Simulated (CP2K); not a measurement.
# Au (Pm-3m) in CP2K: settings compared

One crystal, Au, is run at these levels: LDA, PBEsol, r2SCAN; tasks: band structure.

Program: CP2K 2026.2. These are calculated values, not measurements. Logs are shortened: lines on timing, memory, paths and dates and some standing lists are left out, and cuts for length are marked.

### 1 Starting point

The structure is cubic, space group Pm-3m (No. 221). The conventional cell has a = 2.748 Å, b = 2.748 Å, c = 2.748 Å, α = 90.00°, β = 90.00°, γ = 90.00°. Au (site symmetry m-3m) is surrounded by 6 Au at 2.75 Å.

The cell was built by a generator and needn't be a form met in nature.

### 2 Band structure, LDA

au_bands.inp reads:

```
&GLOBAL
  PROJECT au_bands
  RUN_TYPE ENERGY_FORCE
  PRINT_LEVEL LOW
&END GLOBAL
&FORCE_EVAL
  METHOD QS
  STRESS_TENSOR ANALYTICAL
  &DFT
    BASIS_SET_FILE_NAME BASIS_MOLOPT_UZH
    POTENTIAL_FILE_NAME GTH_POTENTIALS
    &MGRID
      CUTOFF 500
      REL_CUTOFF 60
      NGRIDS 4
    &END MGRID
    &QS
      METHOD GPW
      EPS_DEFAULT 1.0E-9
    &END QS
    &KPOINTS
      SCHEME MONKHORST-PACK 10 10 10
      GAMMA_CENTERED T
      SYMMETRY T
      SYMMETRY_BACKEND SPGLIB
    &END KPOINTS
    &SCF
      SCF_GUESS ATOMIC
      EPS_SCF 1.0E-6
      MAX_SCF 100
      ADDED_MOS 11
      CHOLESKY OFF
      EPS_EIGVAL 1.0E-7
      &DIAGONALIZATION ON
        ALGORITHM STANDARD
      &END DIAGONALIZATION
      &MIXING ON
        METHOD BROYDEN_MIXING
        ALPHA 0.4
        BETA 1.5
        NBUFFER 8
      &END MIXING
      &SMEAR ON
        METHOD FERMI_DIRAC
        ELECTRONIC_TEMPERATURE 300.56
      &END SMEAR
    &END SCF
    &XC
      &XC_FUNCTIONAL
        &LDA_X
        &END LDA_X
        &LDA_C_PW
        &END LDA_C_PW
      &END XC_FUNCTIONAL
    &END XC
    &PRINT
      &KPOINTS ON
      &END KPOINTS
      &MULLIKEN ON
      &END MULLIKEN
      &MO ON
        ENERGIES T
        OCCUPATION_NUMBERS T
        &EACH
          QS_SCF 0
        &END EACH
        ADD_LAST NUMERIC
      &END MO
      &LOWDIN ON
      &END LOWDIN
      &HIRSHFELD ON
        SHAPE_FUNCTION DENSITY
      &END HIRSHFELD
      &BAND_STRUCTURE
        FILE_NAME bands.bs
        ADDED_MOS 2
        &KPOINT_SET
          UNITS B_VECTOR
          NPOINTS 10
          SPECIAL_POINT GAMMA 0.00000000 0.00000000 0.00000000
          SPECIAL_POINT X 0.00000000 0.50000000 0.00000000
          SPECIAL_POINT M 0.50000000 0.50000000 0.00000000
          SPECIAL_POINT GAMMA 0.00000000 0.00000000 0.00000000
          SPECIAL_POINT R 0.50000000 0.50000000 0.50000000
          SPECIAL_POINT X 0.00000000 0.50000000 0.00000000
        &END KPOINT_SET
        &KPOINT_SET
          UNITS B_VECTOR
          NPOINTS 10
          SPECIAL_POINT M 0.50000000 0.50000000 0.00000000
          SPECIAL_POINT R 0.50000000 0.50000000 0.50000000
        &END KPOINT_SET
      &END BAND_STRUCTURE
    &END PRINT
  &END DFT
  &SUBSYS
    &CELL
      A 2.7484100000 0.0000000000 0.0000000000
      B 0.0000000000 2.7484100000 0.0000000000
      C 0.0000000000 0.0000000000 2.7484100000
      PERIODIC XYZ
    &END CELL
    &COORD
      SCALED
      Au  0.5000000000 0.5000000000 0.5000000000
    &END COORD
    &KIND Au
      BASIS_SET TZVP-MOLOPT-PBE-GTH-q11
      POTENTIAL GTH-PADE-q11
    &END KIND
    &PRINT
      &ATOMIC_COORDINATES ON
      &END ATOMIC_COORDINATES
      &CELL ON
      &END CELL
    &END PRINT
  &END SUBSYS
  &PRINT
    &FORCES ON
    &END FORCES
    &STRESS_TENSOR ON
    &END STRESS_TENSOR
  &END PRINT
&END FORCE_EVAL
```

Potentials or basis: GTH_POTENTIALS Au GTH-PADE-q11; TZVP-MOLOPT-PBE-GTH basis.

Run with:

```
$ OMP_NUM_THREADS=1 cp2k.psmp -i au_bands.inp -o au_bands.out
```

au_bands.out:

```text

 CP2K| version string:                                       CP2K version 2026.2
 CP2K| Input file name                                              au_bands.inp

 GLOBAL| Force Environment number                                              1
 GLOBAL| Basis set file name                                    BASIS_MOLOPT_UZH
 GLOBAL| Potential file name                                      GTH_POTENTIALS
 GLOBAL| MM Potential file name                                     MM_POTENTIAL
 GLOBAL| Coordinate file name                                      __STD_INPUT__
 GLOBAL| Method name                                                        CP2K
 GLOBAL| Project name                                                   au_bands
 GLOBAL| Run type                                                   ENERGY_FORCE
 GLOBAL| FFT library                                                       FFTW3
[... 8 lines left out ...]
 GLOBAL| CPU model name                                                  UNKNOWN

 CELL| Volume [angstrom^3]:                                            20.760823
 CELL| Vector a [angstrom]:       2.748     0.000     0.000   |a| =     2.748410
 CELL| Vector b [angstrom]:       0.000     2.748     0.000   |b| =     2.748410
 CELL| Vector c [angstrom]:       0.000     0.000     2.748   |c| =     2.748410
 CELL| Angle (b,c), alpha [degree]:                                    90.000000
 CELL| Angle (a,c), beta  [degree]:                                    90.000000
 CELL| Angle (a,b), gamma [degree]:                                    90.000000
 CELL| Numerically orthorhombic:                                             YES
 CELL| Periodicity                                                           XYZ

 CELL_REF| Volume [angstrom^3]:                                        20.760823
 CELL_REF| Vector a [angstrom     2.748     0.000     0.000   |a| =     2.748410
 CELL_REF| Vector b [angstrom     0.000     2.748     0.000   |b| =     2.748410
 CELL_REF| Vector c [angstrom     0.000     0.000     2.748   |c| =     2.748410
 CELL_REF| Angle (b,c), alpha [degree]:                                90.000000
 CELL_REF| Angle (a,c), beta  [degree]:                                90.000000
 CELL_REF| Angle (a,b), gamma [degree]:                                90.000000
 CELL_REF| Numerically orthorhombic:                                         YES
 CELL_REF| Periodicity                                                       XYZ

[... 8 lines left out ...]
 TOTAL NUMBERS AND MAXIMUM NUMBERS

  Total number of            - Atomic kinds:                                   1
                             - Atoms:                                          1
                             - Shell sets:                                     1
                             - Shells:                                        10
                             - Primitive Cartesian functions:                  6
                             - Cartesian basis functions:                     40
                             - Spherical basis functions:                     34

  Maximum angular momentum of- Orbital basis functions:                        3
                             - Local part of the GTH pseudopotential:          0
                             - Non-local part of the GTH pseudopotential:      4

 MODULE QUICKSTEP: ATOMIC COORDINATES IN ANGSTROM

   Atom Kind Element         X             Y             Z       Z(eff)     Mass
      1    1 Au   79      1.374205      1.374205      1.374205  11.0000 196.9666

 SCF PARAMETERS         Density guess:                                    ATOMIC
                        --------------------------------------------------------
                        max_scf:                                             100
[... 7 lines left out ...]
                        --------------------------------------------------------
                        level_shift [a.u.]:                             0.000000
                        added MOs                                        11    0
                        --------------------------------------------------------
                        Mixing method:                            BROYDEN_MIXING
                                                charge density mixing in g-space
                        --------------------------------------------------------
                        Smear method:                                FERMI_DIRAC
                        Electronic temperature [K]:                        300.6
                        Electronic temperature [a.u.]:                  9.52E-04
                        Accuracy threshold:                             1.00E-10
                        --------------------------------------------------------
                        No outer SCF

 *******************************************************************************
                                    Kpoints
 *******************************************************************************
 BRILLOUIN| K-point scheme                                        Monkhorst-Pack
 BRILLOUIN| K-Point grid                                            10   10   10
[... 56 lines left out ...]

 Number of orbital functions:                                                 34
 Number of independent orbital functions:                                     34

 SCF WAVEFUNCTION OPTIMIZATION

  Step     Update method      Time    Convergence         Total energy    Change
  ------------------------------------------------------------------------------
     1 NoMix/Diag. 0.40E+00    5.4     0.29367121       -33.2894853290 -3.33E+01
     2 Broy./Diag. 0.40E+00    3.6     0.16036446       -34.4669336704 -1.18E+00
     3 Broy./Diag. 0.40E+00    3.9     0.15919779       -33.7631311283  7.04E-01
     4 Broy./Diag. 0.40E+00    3.7     0.00789170       -33.3056470168  4.57E-01
     5 Broy./Diag. 0.40E+00    3.7     0.01321568       -33.3273005988 -2.17E-02
     6 Broy./Diag. 0.40E+00    3.6     0.00671555       -33.2920625312  3.52E-02
     7 Broy./Diag. 0.40E+00    3.6     0.00193551       -33.2858972526  6.17E-03
     8 Broy./Diag. 0.40E+00    3.7     0.00012500       -33.2939433298 -8.05E-03
     9 Broy./Diag. 0.40E+00    3.8     0.00028083       -33.2939520408 -8.71E-06
    10 Broy./Diag. 0.40E+00    3.7     0.00000631       -33.2931222876  8.30E-04
    11 Broy./Diag. 0.40E+00    3.9     0.00002052       -33.2931362951 -1.40E-05
    12 Broy./Diag. 0.40E+00    3.9     0.00000099       -33.2931864591 -5.02E-05

  *** SCF run converged in    12 steps ***

  Electronic density on regular grids:        -10.9999999998        0.0000000002
  Core density on regular grids:               10.9999999828       -0.0000000172
  Total charge density on r-space grids:       -0.0000000170
  Total charge density g-space grids:          -0.0000000170

  Overlap energy of the core charge distribution:               0.00000003373684
  Self energy of the core charge distribution:                -57.85333865193095
  Core Hamiltonian energy:                                     18.15802300150402
  Hartree energy:                                              11.56334961020715
  Exchange-correlation energy:                                 -5.16119473768843
  Electronic entropic energy:                                  -0.00002571502916
  Fermi energy:                                                 0.24452755616640

  Total energy:                                               -33.29318645910394
  Total energy (extrapolated to T->0):                        -33.29317360158937

 MO| EIGENVALUES AND OCCUPATION NUMBERS FOR K POINT 1
 MO|
 MO|  Index      Eigenvalue [a.u.]        Eigenvalue [eV]             Occupation
 MO|      1               0.067933               1.848538               2.000000
 MO|      2               0.076182               2.073026               2.000000
 MO|      3               0.076182               2.073026               2.000000
 MO|      4               0.206838               5.628338               2.000000
 MO|      5               0.206838               5.628341               2.000000
 MO|      6               0.408150              11.106313               0.000000
[... 298 lines left out ...]
 MO|      6               0.216268               5.884940               2.000000
[... 9 lines left out ...]
 MO|     16               1.613910              43.916736               0.000000
 MO|     17               1.670578              45.458736               0.000000
 MO| Sum:                                                              12.000000
 MO| E(Fermi):            0.244528 a.u.          6.653933 eV

 [... the levels of further k-points ...]

 !-----------------------------------------------------------------------------!
                     Mulliken Population Analysis

 #  Atom  Element  Kind  Atomic population                           Net charge
       1     Au       1         11.000000                              0.000000
 # Total charge                             11.000000                  0.000000

 !-----------------------------------------------------------------------------!

 !-----------------------------------------------------------------------------!
                           Hirshfeld Charges

  #Atom  Element  Kind  Ref Charge     Population                    Net charge
      1       Au     1      11.000         11.000                        -0.000

  Total Charge                                                           -0.000
 !-----------------------------------------------------------------------------!

 LOWDIN POPULATION ANALYSIS

 #  Atom  Element  Kind  Atomic population                           Net charge
       1     Au       1         11.000000                              0.000000
 # Total charge                             11.000000                  0.000000

 KPOINTS| Band Structure Calculation
 KPOINTS| Number of k-point sets                                               2
 KPOINTS| Number of added MOs/bands                                            2
 KPOINTS| Number of k-points in set    1                                      51
 KPOINTS| In units of b-vector [2pi/Bohr]
 KPOINTS| Special point     1       GAMMA     0.000000     0.000000     0.000000
 KPOINTS| Special point     2           X     0.000000     0.500000     0.000000
 KPOINTS| Special point     3           M     0.500000     0.500000     0.000000
 KPOINTS| Special point     4       GAMMA     0.000000     0.000000     0.000000
 KPOINTS| Special point     5           R     0.500000     0.500000     0.500000
 KPOINTS| Special point     6           X     0.000000     0.500000     0.000000
 KPOINTS| Number of k-points in set    2                                      11
 KPOINTS| In units of b-vector [2pi/Bohr]
 KPOINTS| Special point     1           M     0.500000     0.500000     0.000000
 KPOINTS| Special point     2           R     0.500000     0.500000     0.500000

 ENERGY| Total FORCE_EVAL ( QS ) energy [hartree]            -33.293191240356521

 FORCES| Atomic forces [hartree/bohr]
 FORCES|   Atom     x               y               z               |f|
 FORCES|      1  4.64094976E-10  4.64095561E-10  4.64098553E-10   8.03838480E-10
 FORCES| Sum     4.64094976E-10  4.64095561E-10  4.64098553E-10
 FORCES| Total atomic force                                       8.03838480E-10

 STRESS| Analytical stress tensor [bar]
 STRESS|                        x                   y                   z
 STRESS|      x       -6.33717425765E+04  -5.41561134303E-04  -5.44596093975E-04
 STRESS|      y       -5.41561134303E-04  -6.33717712108E+04  -5.38609987275E-04
 STRESS|      z       -5.44596093975E-04  -5.38609987275E-04  -6.33714528594E+04
 STRESS| 1/3 Trace                                            -6.33716555489E+04
 STRESS| Determinant                                          -2.54498460118E+14

 STRESS| Eigenvectors and eigenvalues of the analytical stress tensor [bar]
 STRESS|                        1                   2                   3
 STRESS| Eigenvalues  -6.33717712220E+04  -6.33717425672E+04  -6.33714528575E+04
 STRESS|      x           0.018899666038      0.999819624263     -0.001876582625
 STRESS|      y           0.999819899294     -0.018902840728     -0.001688664687
 STRESS|      z           0.001723832835      0.001844329452      0.999996813420
```

It took 56 s on 1 thread of Arm Neoverse V2, shared host; peak memory 0.27 GiB.

Results:

```
Free energy            : -905.9538 eV
Pressure               : -6.3 GPa
Band gap on the k mesh : none (metal or under the smearing width)
```

Levels at the corners of the path, in eV from the Fermi level:
| point | band 2 | band 3 | band 4 | band 5 | band 6 | band 7 | band 8 | band 9 |
| --- | --- | --- | --- | --- | --- | --- | --- | --- |
| Γ | -5.63 | -5.63 | -1.44 | -1.44 | -1.44 | 14.56 | 14.56 | 14.56 |
| X | -5.24 | -2.88 | -2.88 | -1.30 | -0.44 | 2.09 | 19.53 | 19.53 |
| M | -4.91 | -2.63 | -2.63 | -0.25 | 3.92 | 3.92 | 6.41 | 11.97 |
| Γ | -5.63 | -5.63 | -1.44 | -1.44 | -1.44 | 14.56 | 14.56 | 14.56 |
| R | -4.91 | -4.91 | -0.15 | -0.15 | 8.50 | 8.50 | 8.50 | 12.20 |
| X | -5.24 | -2.88 | -2.88 | -1.30 | -0.44 | 2.09 | 19.53 | 19.53 |
| M | -4.91 | -2.63 | -2.63 | -0.25 | 3.92 | 3.92 | 6.41 | 11.97 |
| R | -4.91 | -4.91 | -0.15 | -0.15 | 8.50 | 8.50 | 8.50 | 12.20 |

Caveat: spin-orbit coupling is left out, which moves the levels of the heavy elements; the basis of atomic orbitals isn't converged, which shifts pressures, moduli and gaps.

[end of part 1 of 2]
